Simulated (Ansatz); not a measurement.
# Zr in Al(100), 2x2: scattering by a point defect, part 2 of 2

Aim: the resistance that Zr in Al(100), 2x2 adds to the host.

Ansatz 0.2.0; Ansatz plane-wave DFT, PBE, PAW files; ballistic transport by layer matching (Landauer), zero bias; PAW set soft_1 (the session's first sound run).

So far, resistivity per at.% scaled from this dense plane, with the factor 3/4 for isotropic scattering (µΩ cm): step 3 (resistance at ideal sites) 5.77.

## Step 4: Relaxing the neighbours

The neighbours of the defect are let go while the lead's layers stay on their sites, since a lead must repeat to 0.01 Å.

This step: Ansatz plane-wave DFT, PBE, PAW files; relaxation with the lead's layers held; PAW set soft_1 (Ansatz 0.2.0).

Input file input.yaml:

```yaml
crystal:
  lattice:
    - [5.7246940741, 0.0, 0.0]
    - [0.0, 5.7246940741, 0.0]
    - [0.0, 0.0, 24.28782]
  atoms:
    - { symbol: Al, position: [0.0, 0.0, 0.0416666667] }
    - { symbol: Al, position: [0.0, 0.5, 0.0416666667] }
    - { symbol: Al, position: [0.5, 0.0, 0.0416666667] }
    - { symbol: Al, position: [0.5, 0.5, 0.0416666667] }
    - { symbol: Al, position: [0.25, 0.25, 0.125] }
    - { symbol: Al, position: [0.25, 0.75, 0.125] }
    - { symbol: Al, position: [0.75, 0.25, 0.125] }
    - { symbol: Al, position: [0.75, 0.75, 0.125] }
    - { symbol: Al, position: [0.0, 0.0, 0.2083333333] }
    - { symbol: Al, position: [0.0, 0.5, 0.2083333333] }
    - { symbol: Al, position: [0.5, 0.0, 0.2083333333] }
    - { symbol: Al, position: [0.5, 0.5, 0.2083333333] }
    - { symbol: Al, position: [0.25, 0.25, 0.2916666667] }
    - { symbol: Al, position: [0.25, 0.75, 0.2916666667] }
    - { symbol: Al, position: [0.75, 0.25, 0.2916666667] }
    - { symbol: Al, position: [0.75, 0.75, 0.2916666667] }
    - { symbol: Al, position: [0.0, 0.0, 0.375] }
    - { symbol: Al, position: [0.0, 0.5, 0.375] }
    - { symbol: Al, position: [0.5, 0.0, 0.375] }
    - { symbol: Al, position: [0.5, 0.5, 0.375] }
    - { symbol: Al, position: [0.25, 0.25, 0.4583333333] }
    - { symbol: Al, position: [0.25, 0.75, 0.4583333333] }
    - { symbol: Al, position: [0.75, 0.25, 0.4583333333] }
    - { symbol: Al, position: [0.75, 0.75, 0.4583333333] }
    - { symbol: Zr, position: [0.0, 0.0, 0.5416666667] }
    - { symbol: Al, position: [0.0, 0.5, 0.5416666667] }
    - { symbol: Al, position: [0.5, 0.0, 0.5416666667] }
    - { symbol: Al, position: [0.5, 0.5, 0.5416666667] }
    - { symbol: Al, position: [0.25, 0.25, 0.625] }
    - { symbol: Al, position: [0.25, 0.75, 0.625] }
    - { symbol: Al, position: [0.75, 0.25, 0.625] }
    - { symbol: Al, position: [0.75, 0.75, 0.625] }
    - { symbol: Al, position: [0.0, 0.0, 0.7083333333] }
    - { symbol: Al, position: [0.0, 0.5, 0.7083333333] }
    - { symbol: Al, position: [0.5, 0.0, 0.7083333333] }
    - { symbol: Al, position: [0.5, 0.5, 0.7083333333] }
    - { symbol: Al, position: [0.25, 0.25, 0.7916666667] }
    - { symbol: Al, position: [0.25, 0.75, 0.7916666667] }
    - { symbol: Al, position: [0.75, 0.25, 0.7916666667] }
    - { symbol: Al, position: [0.75, 0.75, 0.7916666667] }
    - { symbol: Al, position: [0.0, 0.0, 0.875] }
    - { symbol: Al, position: [0.0, 0.5, 0.875] }
    - { symbol: Al, position: [0.5, 0.0, 0.875] }
    - { symbol: Al, position: [0.5, 0.5, 0.875] }
    - { symbol: Al, position: [0.25, 0.25, 0.9583333333] }
    - { symbol: Al, position: [0.25, 0.75, 0.9583333333] }
    - { symbol: Al, position: [0.75, 0.25, 0.9583333333] }
    - { symbol: Al, position: [0.75, 0.75, 0.9583333333] }
kpoints:
  mp_grid: { grid: [4, 4, 1] }
hamiltonian:
  xc: pbe
  pseudopotentials: { kind: paw, azcp: { folder: soft_1 } }
scf:
  occupations: { method: fermi_dirac, width: 0.1 }
relax:
  f_tol: 0.03
  max_steps: 40
  constraints:
    - { sites: [0, 1, 2, 3, 4, 5, 6, 7, 8, 9, 10, 11, 36, 37, 38, 39, 40, 41, 42, 43, 44, 45, 46, 47] }
```

Command:

```sh
ansatz run input.yaml --threads 4 --pin off --max-ram 15360MiB --backend cpu --events-out ev --progress --plain --runs-dir out
```

Numbers of over 12 decimals in the logs are rounded to 6 here.

Log:

```text
Warning: crystal.symmetry: narrowed to the stabiliser of the relax constraints — unitary ops 16 → 8; lowered at sites 12, 13, 14, 15, 36, 37, 38, 39 (the operations that carried what is held of a site onto what its image site leaves free; the constrained walk keeps no symmetry that its constraints do not admit)
[...]
Crystal: 48 atoms, lattice volume = 795.963 Å³
Basis set: ecut = 420 eV, 15629 PW (Γ), exchange–correlation on 80×80×360 points (8 copies of the dense FFT grid, shifted against one another)
Bands: 125, of which v1, the nominal top of the filled ones, is band 77 counted from 1 (76 counted from 0)
Symmetry: 8 space group operations
k-points: 6 of 16
[...]
SCF iter   1: F=—  HF=-29459.612107 eV  |F-HF|=—  |Δ(HF+E_count)|=         —  Δρ=4.21e-2  dr2=5.70e2  ethr=3.10e-3  ⟨swp⟩=6.2  Hψ=3579  notcnv=0  defer=11
[...]
SCF iter   7: F=-29447.877755 eV  HF=-29447.877757 eV  |F-HF|=1.70e-6  |Δ(HF+E_count)|=   1.49e-5  Δρ=1.19e-5  dr2=2.43e-6  ethr=1.47e-8  ⟨swp⟩=4.0  Hψ=1785  notcnv=0
SCF 1 converged in 7 iterations: F = -29447.877755 eV  dr2 = 2.43e-6
[...]
relax step   1: F+E_penalty+E_count = -29447.87775533 eV  Δ(F+E_penalty+E_count) = +0.000e0 eV  max|allowed force component| = 2.054e-1 eV/Å  Δτ_max = 0.0000 Å  (7 SCF iters, dr2 threshold 2.25e-5 eV, accepted)
[...]
iter 1 solved again at ethr=1.38e-3 eV; its pass at ethr=3.10e-3 eV (dr2=2.11e0 eV) is discarded
[...]
SCF iter   6: F=-29447.914002 eV  HF=-29447.914002 eV  |F-HF|=2.91e-7  |Δ(HF+E_count)|=   9.69e-7  Δρ=3.09e-6  dr2=3.41e-7  ethr=1.72e-9  ⟨swp⟩=4.0  Hψ=1809  notcnv=0
SCF 2 converged in 6 iterations: F = -29447.914002 eV  dr2 = 3.41e-7
relax step   2: F+E_penalty+E_count = -29447.91400192 eV  Δ(F+E_penalty+E_count) = -3.625e-2 eV  max|allowed force component| = 1.345e-1 eV/Å  Δτ_max = 0.0913 Å  (6 SCF iters, dr2 threshold 2.64e-6 eV, accepted)
SCF iter   1: F=—  HF=-29447.952167 eV  |F-HF|=—  |Δ(HF+E_count)|=         —  Δρ=1.51e-3  dr2=2.98e-1  ethr=2.06e-3  ⟨swp⟩=3.3  Hψ=1241  notcnv=0  defer=68
[...]
SCF iter   6: F=-29447.939931 eV  HF=-29447.939931 eV  |F-HF|=2.86e-9  |Δ(HF+E_count)|=   1.56e-8  Δρ=7.69e-7  dr2=5.71e-9  ethr=5.48e-10  ⟨swp⟩=2.2  Hψ=2006  notcnv=0
SCF 3 converged in 6 iterations: F = -29447.939931 eV  dr2 = 5.71e-9
relax step   3: F+E_penalty+E_count = -29447.93993081 eV  Δ(F+E_penalty+E_count) = -2.593e-2 eV  max|allowed force component| = 3.103e-2 eV/Å  Δτ_max = 0.0383 Å  (6 SCF iters, dr2 threshold 1.13e-6 eV, accepted)
SCF iter   1: F=—  HF=-29447.940380 eV  |F-HF|=—  |Δ(HF+E_count)|=         —  Δρ=5.12e-5  dr2=8.04e-5  ethr=9.18e-6  ⟨swp⟩=1.7  Hψ=947  notcnv=0  defer=65
[...]
SCF iter   6: F=-29447.940224 eV  HF=-29447.940224 eV  |F-HF|=0.00e0  |Δ(HF+E_count)|=    0.00e0  Δρ=2.51e-8  dr2=8.02e-12  ethr=1.00e-12  ⟨swp⟩=2.0  Hψ=1475  notcnv=0
SCF 4 converged in 6 iterations: F = -29447.940224 eV  dr2 = 8.02e-12
relax step   4: F+E_penalty+E_count = -29447.94022368 eV  Δ(F+E_penalty+E_count) = -2.929e-4 eV  max|allowed force component| = 1.622e-2 eV/Å  Δτ_max = 0.0042 Å  (6 SCF iters, accepted)
SCF converged after 6 iterations
Free energy (F): -29447.940224 eV
[...]
Internal energy: -29447.234939 eV  (E = F + TS)
E sigma→0 (E₀):  -29447.587581 eV
Entropy (-TS):   -0.705284 eV (-14.693 meV/atom)
Fermi energy:    8.055596 eV
[...]
--- Forces (eV/Å), atoms counted from 1 ---
  atom   1  Al    -0.00000000     0.00000000    -0.00314619
  atom   2  Al    -0.00000000     0.00000000    -0.00228870
  atom   3  Al    -0.00000000     0.00000000    -0.00228870
  atom   4  Al     0.00000000     0.00000000    -0.00386814
  atom   5  Al    -0.05365350    -0.05365350     0.00108115
  atom   6  Al    -0.05365350     0.05365350     0.00108115
  atom   7  Al     0.05365350    -0.05365350     0.00108115
  atom   8  Al     0.05365350     0.05365350     0.00108115
  atom   9  Al    -0.00000000     0.00000000    -0.16476050
  atom  10  Al     0.00000000     0.00000000    -0.05076058
  atom  11  Al    -0.00000000     0.00000000    -0.05076058
  atom  12  Al    -0.00000000     0.00000000    -0.01266792
  atom  13  Al    -0.00343097    -0.00343097     0.00110862
  atom  14  Al    -0.00343097     0.00343097     0.00110862
  atom  15  Al     0.00343097    -0.00343097     0.00110862
  atom  16  Al     0.00343097     0.00343097     0.00110862
  atom  17  Al     0.00000000     0.00000000     0.01150164
  atom  18  Al    -0.00000000     0.00000000     0.00141454
  atom  19  Al     0.00000000     0.00000000     0.00141454
  atom  20  Al    -0.00000000     0.00000000    -0.01621560
  atom  21  Al    -0.00011330    -0.00011330     0.00087006
  atom  22  Al    -0.00011330     0.00011330     0.00087006
  atom  23  Al     0.00011330    -0.00011330     0.00087006
  atom  24  Al     0.00011330     0.00011330     0.00087006
  atom  25  Zr     0.00000000     0.00000000    -0.00207369
  atom  26  Al     0.00000000     0.00000000    -0.00072667
  atom  27  Al     0.00000000     0.00000000    -0.00072667
  atom  28  Al    -0.00000000     0.00000000     0.00053513
  atom  29  Al    -0.00041481    -0.00041481    -0.00005209
  atom  30  Al    -0.00041481     0.00041481    -0.00005209
  atom  31  Al     0.00041481    -0.00041481    -0.00005209
  atom  32  Al     0.00041481     0.00041481    -0.00005209
  atom  33  Al    -0.00000000     0.00000000    -0.00683890
  atom  34  Al    -0.00000000     0.00000000    -0.00116182
  atom  35  Al     0.00000000     0.00000000    -0.00116182
  atom  36  Al     0.00000000     0.00000000     0.01012250
  atom  37  Al    -0.05450919    -0.05450919     0.02403393
  atom  38  Al    -0.05450919     0.05450919     0.02403393
  atom  39  Al     0.05450919    -0.05450919     0.02403393
  atom  40  Al     0.05450919     0.05450919     0.02403393
  atom  41  Al     0.00000000     0.00000000     0.11335639
  atom  42  Al     0.00000000     0.00000000     0.02720294
  atom  43  Al    -0.00000000     0.00000000     0.02720294
  atom  44  Al     0.00000000     0.00000000     0.01873152
  atom  45  Al    -0.05368689    -0.05368689    -0.00005128
  atom  46  Al    -0.05368689     0.05368689    -0.00005128
  atom  47  Al     0.05368689    -0.05368689    -0.00005128
  atom  48  Al     0.05368689     0.05368689    -0.00005128
  max |Σ_I F_I| component: 2.81e-6 eV/Å
--- Relaxed structure (4 steps of the walk, 4 accepted, 0 SCFs on fresh bases) ---
  F+E_penalty+E_count = -29447.94022368 eV   max|allowed force component| = 1.622e-2 eV/Å
  atoms:
    - { symbol: Al, position: [0.0, 0.0, 0.041667] }
    - { symbol: Al, position: [0.0, 0.500000, 0.041667] }
    - { symbol: Al, position: [0.500000, 0.0, 0.041667] }
    - { symbol: Al, position: [0.500000, 0.500000, 0.041667] }
    - { symbol: Al, position: [0.250000, 0.250000, 0.125000] }
    - { symbol: Al, position: [0.250000, 0.750000, 0.125000] }
    - { symbol: Al, position: [0.750000, 0.250000, 0.125000] }
    - { symbol: Al, position: [0.750000, 0.750000, 0.125000] }
    - { symbol: Al, position: [0.0, 0.0, 0.208333] }
    - { symbol: Al, position: [0.0, 0.500000, 0.208333] }
    - { symbol: Al, position: [0.500000, 0.0, 0.208333] }
    - { symbol: Al, position: [0.500000, 0.500000, 0.208333] }
    - { symbol: Al, position: [0.248597, 0.248597, 0.291317] }
    - { symbol: Al, position: [0.248597, 0.751403, 0.291317] }
    - { symbol: Al, position: [0.751403, 0.248597, 0.291317] }
    - { symbol: Al, position: [0.751403, 0.751403, 0.291317] }
    - { symbol: Al, position: [0, 0.0, 0.374820] }
    - { symbol: Al, position: [0, 0.500000, 0.373887] }
    - { symbol: Al, position: [0.500000, 0.0, 0.373887] }
    - { symbol: Al, position: [0.500000, 0.500000, 0.372615] }
    - { symbol: Al, position: [0.253325, 0.253325, 0.456445] }
    - { symbol: Al, position: [0.253325, 0.746675, 0.456445] }
    - { symbol: Al, position: [0.746675, 0.253325, 0.456445] }
    - { symbol: Al, position: [0.746675, 0.746675, 0.456445] }
    - { symbol: Zr, position: [0, 0.0, 0.541531] }
    - { symbol: Al, position: [0, 0.500000, 0.541515] }
    - { symbol: Al, position: [0.500000, 0.0, 0.541515] }
    - { symbol: Al, position: [0.500000, 0.500000, 0.541551] }
    - { symbol: Al, position: [0.253159, 0.253159, 0.626631] }
    - { symbol: Al, position: [0.253159, 0.746841, 0.626631] }
    - { symbol: Al, position: [0.746841, 0.253159, 0.626631] }
    - { symbol: Al, position: [0.746841, 0.746841, 0.626631] }
    - { symbol: Al, position: [0, 0.0, 0.708505] }
    - { symbol: Al, position: [0, 0.500000, 0.709163] }
    - { symbol: Al, position: [0.500000, 0.0, 0.709163] }
    - { symbol: Al, position: [0.500000, 0.500000, 0.710137] }
    - { symbol: Al, position: [0.250000, 0.250000, 0.791667] }
    - { symbol: Al, position: [0.250000, 0.750000, 0.791667] }
    - { symbol: Al, position: [0.750000, 0.250000, 0.791667] }
    - { symbol: Al, position: [0.750000, 0.750000, 0.791667] }
    - { symbol: Al, position: [0.0, 0.0, 0.875000] }
    - { symbol: Al, position: [0.0, 0.500000, 0.875000] }
    - { symbol: Al, position: [0.500000, 0.0, 0.875000] }
    - { symbol: Al, position: [0.500000, 0.500000, 0.875000] }
    - { symbol: Al, position: [0.250000, 0.250000, 0.958333] }
    - { symbol: Al, position: [0.250000, 0.750000, 0.958333] }
    - { symbol: Al, position: [0.750000, 0.250000, 0.958333] }
    - { symbol: Al, position: [0.750000, 0.750000, 0.958333] }
```

Run time: 43 s. Hardware: 4 threads of Arm Neoverse V2, shared host; peak memory 2 GiB; 2.7 min of CPU time.

Step by step:

```tsv
step	energy less that of the first step (eV)	largest force component (eV/Å)
1	0.0000	0.2054
2	-0.0362	0.1345
3	-0.0622	0.0310
4	-0.0625	0.0162
```

The atoms that moved most (Å):

```tsv
atom	dx	dy	dz	length
Al20	0.000	0.000	-0.058	0.058
Al21	0.019	0.019	-0.046	0.053
Al23	-0.019	0.019	-0.046	0.053
Al22	0.019	-0.019	-0.046	0.053
Al24	-0.019	-0.019	-0.046	0.053
Al32	-0.018	-0.018	0.040	0.047
Al31	-0.018	0.018	0.040	0.047
Al30	0.018	-0.018	0.040	0.047
```

This step gave:

- free energy: -29447.9402 eV
- energy at zero smearing: -29447.5876 eV
- Fermi energy: 8.056 eV

The largest force component on a free atom ends at 0.016 eV/Å, under the tolerance of 0.03, after 4 steps.

## Step 5: Transmission after relaxation, relaxed yes

The transmission is solved again on the relaxed atoms.

This step: Ansatz plane-wave DFT, PBE, PAW files; ballistic transport by layer matching (Landauer), zero bias; PAW set soft_1 (Ansatz 0.2.0).

Input file input.yaml:

```yaml
crystal:
  lattice:
    - [5.7246940741, 0.0, 0.0]
    - [0.0, 5.7246940741, 0.0]
    - [0.0, 0.0, 24.28782]
  atoms:
    - { symbol: Al, position: [0.0, 0.0, 0.0416666667] }
    - { symbol: Al, position: [0.0, 0.5, 0.0416666667] }
    - { symbol: Al, position: [0.5, 0.0, 0.0416666667] }
    - { symbol: Al, position: [0.5, 0.5, 0.0416666667] }
    - { symbol: Al, position: [0.25, 0.25, 0.125] }
    - { symbol: Al, position: [0.25, 0.75, 0.125] }
    - { symbol: Al, position: [0.75, 0.25, 0.125] }
    - { symbol: Al, position: [0.75, 0.75, 0.125] }
    - { symbol: Al, position: [0.0, 0.0, 0.2083333333] }
    - { symbol: Al, position: [0.0, 0.5, 0.2083333333] }
    - { symbol: Al, position: [0.5, 0.0, 0.2083333333] }
    - { symbol: Al, position: [0.5, 0.5, 0.2083333333] }
    - { symbol: Al, position: [0.2485970669, 0.2485970669, 0.2913166079] }
    - { symbol: Al, position: [0.2485970669, 0.7514029331, 0.2913166079] }
    - { symbol: Al, position: [0.7514029331, 0.2485970669, 0.2913166079] }
    - { symbol: Al, position: [0.7514029331, 0.7514029331, 0.2913166079] }
    - { symbol: Al, position: [0.0, 0.0, 0.3748202619] }
    - { symbol: Al, position: [0.0, 0.5, 0.373887436] }
    - { symbol: Al, position: [0.5, 0.0, 0.373887436] }
    - { symbol: Al, position: [0.5, 0.5, 0.3726146988] }
    - { symbol: Al, position: [0.2533248786, 0.2533248786, 0.4564454838] }
    - { symbol: Al, position: [0.2533248786, 0.7466751214, 0.4564454838] }
    - { symbol: Al, position: [0.7466751214, 0.2533248786, 0.4564454838] }
    - { symbol: Al, position: [0.7466751214, 0.7466751214, 0.4564454838] }
    - { symbol: Zr, position: [0.0, 0.0, 0.5415314578] }
    - { symbol: Al, position: [0.0, 0.5, 0.5415152238] }
    - { symbol: Al, position: [0.5, 0.0, 0.5415152238] }
    - { symbol: Al, position: [0.5, 0.5, 0.5415508504] }
    - { symbol: Al, position: [0.2531585432, 0.2531585432, 0.6266308163] }
    - { symbol: Al, position: [0.2531585432, 0.7468414568, 0.6266308163] }
    - { symbol: Al, position: [0.7468414568, 0.2531585432, 0.6266308163] }
    - { symbol: Al, position: [0.7468414568, 0.7468414568, 0.6266308163] }
    - { symbol: Al, position: [0.0, 0.0, 0.708504793] }
    - { symbol: Al, position: [0.0, 0.5, 0.7091627526] }
    - { symbol: Al, position: [0.5, 0.0, 0.7091627526] }
    - { symbol: Al, position: [0.5, 0.5, 0.7101372674] }
    - { symbol: Al, position: [0.25, 0.25, 0.7916666667] }
    - { symbol: Al, position: [0.25, 0.75, 0.7916666667] }
    - { symbol: Al, position: [0.75, 0.25, 0.7916666667] }
    - { symbol: Al, position: [0.75, 0.75, 0.7916666667] }
    - { symbol: Al, position: [0.0, 0.0, 0.875] }
    - { symbol: Al, position: [0.0, 0.5, 0.875] }
    - { symbol: Al, position: [0.5, 0.0, 0.875] }
    - { symbol: Al, position: [0.5, 0.5, 0.875] }
    - { symbol: Al, position: [0.25, 0.25, 0.9583333333] }
    - { symbol: Al, position: [0.25, 0.75, 0.9583333333] }
    - { symbol: Al, position: [0.75, 0.25, 0.9583333333] }
    - { symbol: Al, position: [0.75, 0.75, 0.9583333333] }
kpoints:
  mp_grid: { grid: [4, 4, 1] }
hamiltonian:
  xc: pbe
  pseudopotentials: { kind: paw, azcp: { folder: soft_1 } }
scf:
  occupations: { method: fermi_dirac, width: 0.1 }
output:
  transmission: { leads: [[0, 4]], kmesh: [8, 8], e_range: [-0.05, 0.05], de: 0.05 }
  write_potential: true
  write_density: true
  volumetric_format: npy
```

Log:

```text
[...]
Crystal: 48 atoms, lattice volume = 795.963 Å³
Basis set: ecut = 420 eV, 15629 PW (Γ)
Bands: 125, of which v1, the nominal top of the filled ones, is band 77 counted from 1 (76 counted from 0)
Symmetry: 8 space group operations
[...]
k-points: 6 of 16
[...]
SCF iter   1: F=—  HF=-29458.875871 eV  |F-HF|=—  |Δ(HF+E_count)|=         —  Δρ=4.11e-2  dr2=5.45e2  ethr=3.10e-3  ⟨swp⟩=6.2  Hψ=3590  notcnv=0  defer=12
[...]
SCF iter   8: F=-29447.942157 eV  HF=-29447.942157 eV  |F-HF|=2.31e-8  |Δ(HF+E_count)|=   2.70e-7  Δρ=1.44e-6  dr2=3.02e-8  ethr=6.54e-11  ⟨swp⟩=18.7  Hψ=4065  notcnv=0
SCF 1 converged in 8 iterations: F = -29447.942157 eV  dr2 = 3.02e-8
[...]
transmission: 54 of 480 steps passed
transmission: 96 of 480 steps passed
[...]
transmission: 480 of 480 steps passed
SCF converged after 8 iterations
Free energy (F): -29447.942157 eV
[...]
Internal energy: -29447.236865 eV  (E = F + TS)
E sigma→0 (E₀):  -29447.589511 eV
Entropy (-TS):   -0.705292 eV (-14.694 meV/atom)
Fermi energy:    8.055685 eV
[...]
--- Band table (eV; the first three rows and the last of 6) ---
  k-point 0: bands = [... 73 lower, 7.3298, 7.3451, 7.3451, 7.3756, 7.3756, 7.4487, 7.4515, 7.4624, ... 44 higher]
  k-point 1: bands = [... 73 lower, 7.7081, 7.7433, 7.7641, 7.8605, 8.0142, 8.2113, 8.3565, 8.4495, ... 44 higher]
  k-point 2: bands = [... 73 lower, 7.7989, 7.9184, 7.9405, 8.0233, 8.2099, 8.2959, 8.4442, 8.5068, ... 44 higher]
  k-point 5: bands = [... 73 lower, 8.2900, 8.4872, 8.5730, 8.5730, 8.7612, 8.7612, 8.7986, 8.9037, ... 44 higher]
--- Transmission ---
  basis      : 293 plane waves across, 32 finite elements along
  points     : 15, standing for a mesh of 8 x 8
[...]
channels       : 6.265625e0 a spin
[...]
junction   : crystal 0 to crystal 0, 0.70 to 22.96 Å
    transmission   : 4.006331e0 a spin
[...]
```

Wall time 3.5 min (4 threads); peak memory 2 GiB.

This step gave:

```yaml
free_energy: -29447.9422 eV
energy_at_zero_smearing: -29447.5895 eV
transmission_per_spin_nearest_the_fermi_level: 4.006
open_channels_per_spin_nearest_the_fermi_level: 6.266
step_of_the_lead_s_potential: 35.9 meV
```

Per spin. The transmission, zone mean by energy, zero at the Fermi level:

```tsv
energy (eV)	transmission, zone mean
-0.0500	4.01
0.0000	4.01
0.0500	3.80
```

Transmission over k1 and k2. At 0.0000 eV from the Fermi level.

Ten even steps from '_' (1.44) to '@' (5.52):
```
::++++++++++++++
%%++##++++++##++
%%++++%%@@%%++++
%%++++@@@@@@++++
%%++++%%@@%%++++
%%++##++++++##++
::++++++++++++++
__::%%%%%%%%%%::
```
Columns: k1 (b1) from -0.5 to 0.375; rows upwards: k2 (b2) from -0.5 to 0.375.

Over the solved energies the transmission per spin lies between 3.80 and 4.01, out of 6.16 channels of the lead on average (up to 6.27). The log calls the step of a lead's potential too much.

## Step 6: Resistance after relaxation

This step: Ansatz plane-wave DFT, PBE, PAW files; ballistic transport by layer matching (Landauer), zero bias; area resistance of the defect plane and resistivity an atomic per cent; PAW set soft_1 (Ansatz 0.2.0).

Numbers from this step:

- area resistance: 0.3881 fΩ m²
- T over the leads' mean channel count: 0.6388
- resistivity per at.% scaled from this dense plane, with the factor 3/4 for isotropic scattering: 5.752 µΩ cm

Averaged over the energies near the Fermi level, 63.9 % of the channels pass, which makes 0.388 fΩ m², against 0.389 on ideal sites.

## Step 7: What came out

```yaml
share_of_channels_that_pass_rigid: 0.635
area_resistance_rigid: 0.389 fΩ m²
resistivity_per_at_from_the_area_resistance_times_3_over_4_rigid: 5.77 µΩ cm
share_of_channels_that_pass_relaxed: 0.639
area_resistance_relaxed: 0.388 fΩ m²
resistivity_per_at_from_the_area_resistance_times_3_over_4_relaxed: 5.75 µΩ cm
```

**Reading.** The plane of defects adds 0.39 fΩ m². Scaled to one atomic per cent that is 7.7 µΩ cm as it stands and 5.8 with the factor 3/4 for isotropic scattering on a spherical Fermi surface; with the reflection in place of the resistance taken as linear in the density it would be 3.7. These are rough estimates of the dilute value, not bounds. One Zr in each 2x2 cell reflects 36 % of the lead's channels. The relaxed cell differs by -0.22 % in resistance; between the two runs the lead's own channel count goes from 6.26 to 6.16, so sampling may have a part in it. The defects form a dense periodic sheet that scatters coherently, unlike a dilute random alloy. T and N are means over the solved energies nearest the Fermi level. A lead's potential steps by up to 36 meV from period to period, which the log calls too much, so longer leads could move the result.

[Logs are printed without paths, hosts, clocks, repeated set-up lines and the standing remarks that a program may print on its own settings, such as how far it seeks lower states.]

[Hosts, paths, dates, database ids (printed as entryN), source tags and the programs' standing remarks are cut or masked in the printed files.]
